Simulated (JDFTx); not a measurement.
# InP: single point with LDA

**The experiment to reproduce.**

From a printed reference work, data compilation, for a bulk crystal of InP at 1.6 K: band gap 1.4236 eV (direct).

InP:

```
In P
1.0
     0.00000    2.93050    2.93050
     2.93050    0.00000    2.93050
     2.93050    2.93050    0.00000
In P
1 1
Cartesian
  0.0000 0.0000 0.0000
  4.3957 4.3957 4.3957
```

```yaml
Program: JDFTx 1.7.0 (patched build)
Task: single point
Functional: LDA
Potentials_or_basis: PseudoDojo-SR-LDA-0.4.1-standard with smoothed tails
Cutoff: 952 eV
Density_cutoff: 7619 eV
k_mesh: 8 × 8 × 8
Occupations: fermi-dirac, width 0.05 eV
Spin: no spin polarisation
```

| Item | Value |
| --- | --- |
| Pressure | -1.3 GPa |
| Band gap on the k mesh | 0.49 eV, direct |
| Loewdin charges | In +0.27; P -0.23 e |

Levels at points of the mesh, in eV from the valence-band top:
| k point | band 5 | band 6 | band 7 | band 8 | band 9 | band 10 | band 11 |
| --- | --- | --- | --- | --- | --- | --- | --- |
| (0.00, 0.00, 0.00) | -14.06 | -11.56 | 0.00 | 0.00 | 0.00 | 0.49 | 3.97 |
| (0.00, 0.00, 0.50) | -14.05 | -9.81 | -5.84 | -0.99 | -0.99 | 1.31 | 4.70 |
| (0.00, 0.50, 0.50) | -14.02 | -9.14 | -5.88 | -2.36 | -2.36 | 1.61 | 2.12 |

Run time: 110 s on 1 thread of Intel(R) Xeon(R) Platinum 8259CL CPU @ 2.50GHz (Skylake/Cascade Lake), on a shared host, peak memory 0.13 GiB.

A measured gap of InP is 1.4236 eV (direct; 1.6 K; a printed reference work, data compilation); the calculated 0.49 eV misses it by -0.94 eV. Spin-orbit coupling on In is left out. The value is that of LDA, without temperature or zero-point motion. Semilocal functionals fall short of measured gaps as a rule.

Caveat: the empty levels aren't tightly converged; spin-orbit coupling is left out, which moves the levels of the heavy elements.
